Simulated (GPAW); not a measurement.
Wanted: an ASE script for a GPAW 26.7.0 run.

```
Task                : relaxation of cell and atoms
Functional          : PBEsol
Potentials or basis : PAW data sets generated in the run's folder for this functional
Cutoff              : 600 eV
Basis               : pw
k mesh              : 8 × 8 × 3
Occupations         : fermi-dirac, width 0.05 eV
Spin                : no spin polarisation
Maxiter             : 150
Optimizer           : BFGS
Fmax                : 0.02 eV/Å
Max steps           : 60
Convergence         : density=1e-05 forces=0.0001
```

The system is Al3Cu.

```
Cu Al
1.0
     2.77841    0.00000    0.00000
     0.00000    2.77841    0.00000
     0.00000    0.00000    7.51340
Cu Al
1 3
Direct
  0.00000 0.00000 0.00000
  0.50000 0.50000 0.77388
  0.50000 0.50000 0.22612
  0.00000 0.00000 0.50000
```

The cell comes from a database or a generator and needn't be the stable form of this composition.

These files were run (other wordings do the same):

run.py

```python
from ase import Atoms
from ase.filters import FrechetCellFilter
from ase.io import write
from ase.optimize import BFGS
from gpaw import GPAW, PW, setup_paths

setup_paths.insert(0, '.')

atoms = Atoms(['Cu', 'Al', 'Al', 'Al'],
              cell=[[2.7784054294, 0.0, 0.0],
                    [0.0, 2.7784054294, 0.0],
                    [0.0, 0.0, 7.51340341]],
              scaled_positions=[[0.0, 0.0, 0.0],
                                [0.5, 0.5, 0.77388449],
                                [0.5, 0.5, 0.22611551],
                                [0.0, 0.0, 0.5]],
              pbc=True)

calc = GPAW(mode=PW(600),
            xc='PBEsol',
            kpts={'size': (8, 8, 3), 'gamma': True},
            occupations={'name': 'fermi-dirac', 'width': 0.05},
            nbands=22,
            convergence={'density': 1e-05, 'forces': 0.0001},
            maxiter=150,
            txt='gpaw.txt')
atoms.calc = calc
opt = BFGS(FrechetCellFilter(atoms), trajectory='relax.traj', logfile='-')
done = opt.run(fmax=0.02, steps=60)
calc.write('gs.gpw')
write('result.traj', atoms)
print('Converged:', done)
print('Cell:', atoms.cell.cellpar().round(4))
print('Volume:', round(atoms.get_volume(), 4))
print(atoms.get_scaled_positions().round(5))
```

Potentials or basis: PAW data sets generated in the run's folder for this functional, pw.

Launch:

```bash
$ gpaw-setup -f PBEsol Al Cu
$ OMP_NUM_THREADS=1 python run.py
```

It gave:

| Property | Result |
| --- | --- |
| Relaxed volume | 14.75 Å³/atom |
| Relaxed cell | a = 2.809 Å, b = 2.809 Å, c = 7.475 Å, α = 90.00°, β = 90.00°, γ = 90.00° |
| Space group after relaxing (to 0.05 Å) | P4/mmm (No. 123) |
| Energy gained by relaxing | 4.0 meV/atom |
| Ionic steps | 7 |
| Pressure after relaxing | 0.2 GPa |
| Largest force after relaxing | 0.014 eV/Å |
| Band gap on the k mesh | none (metal or under the smearing width) |

Caveat: with this Cu data set, volumes or pressures lay over 1.5 % or 2 GPa off other programs in two to four cells of ten; later steps reuse the first step's grids.

It took 110 s on 1 thread of Arm Neoverse V2, on a shared host, peak memory 0.28 GiB.
